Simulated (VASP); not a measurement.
SnO2 (Cassiterite): single point with PBE

Crystal: SnO2 (Cassiterite).

```xyz
6
Lattice="4.7380 0.0000 0.0000 0.0000 4.7380 0.0000 0.0000 0.0000 3.1865" Properties=species:S:1:pos:R:3 pbc="T T T"
Sn    2.3754    2.4140    1.5851
Sn   -0.0463    0.0291   -0.0057
O     3.8256    0.9225    1.6109
O     3.3039    3.3129    0.0109
O     0.9858    3.8486    1.6247
O     1.4614    1.4522   -0.0394
```

The cell isn't the ideal one: atoms moved at random, drawn with an rms of 0.05 Å.

```json
{"Program": "VASP 6.6.1", "Task": "single point", "Functional": "PBE", "Potentials or basis": "VASP PAW PBE potentials, release 64 (Sn_d, O)", "Cutoff": "520 eV", "k mesh": "6 × 6 × 8", "Occupations": "fermi-dirac, width 0.05 eV", "Spin": "no spin polarisation"}
```

* Pressure: 11.8 GPa
* Largest force: 1.759 eV/Å
* Band gap on the k mesh: 1.16 eV, direct

Forces on the atoms (eV/Å):
```
Sn  -0.229 -0.849 -0.081
Sn   1.652 -0.219  0.563
O   -0.526  0.604 -0.445
O    0.071 -0.267 -0.140
O   -0.990  0.646 -0.418
O    0.022  0.085  0.520
```

Stress tensor (GPa, compression positive):
```
10.62 -0.19 -0.61
-0.19 11.35 -0.85
-0.61 -0.85 13.41
```

Levels at points of the mesh, in eV from the valence-band top:
| k point | band 23 | band 24 | band 25 | band 26 | band 27 | band 28 | band 29 | band 30 |
| --- | --- | --- | --- | --- | --- | --- | --- | --- |
| (0.00, 0.00, 0.00) | -1.20 | -0.86 | -0.83 | 0.00 | 1.16 | 6.07 | 6.26 | 6.37 |
| (0.50, 0.00, 0.00) | -1.36 | -1.08 | -0.89 | -0.43 | 4.32 | 4.41 | 6.97 | 7.12 |
| (0.00, 0.50, 0.00) | -1.22 | -1.20 | -0.70 | -0.64 | 4.33 | 4.43 | 7.06 | 7.15 |
| (0.50, 0.50, 0.00) | -1.36 | -1.30 | -0.95 | -0.93 | 4.81 | 4.85 | 7.43 | 7.55 |
| (0.00, 0.00, 0.50) | -1.83 | -1.75 | -1.25 | -1.19 | 6.02 | 6.16 | 9.51 | 9.73 |
| (0.50, 0.00, 0.50) | -1.15 | -1.08 | -0.76 | -0.75 | 6.25 | 6.48 | 7.95 | 8.10 |
| (0.00, 0.50, 0.50) | -1.20 | -1.17 | -0.70 | -0.68 | 6.30 | 6.40 | 7.92 | 8.09 |
| (0.50, 0.50, 0.50) | -1.12 | -1.11 | -0.76 | -0.75 | 4.69 | 4.73 | 8.87 | 8.91 |

It took 3.9 min on 1 thread of Intel(R) Xeon(R) Platinum 8488C (Sapphire Rapids), with other jobs on the host, peak memory 0.38 GiB.

Caveat: spin-orbit coupling is left out, which moves the levels of the heavy elements.
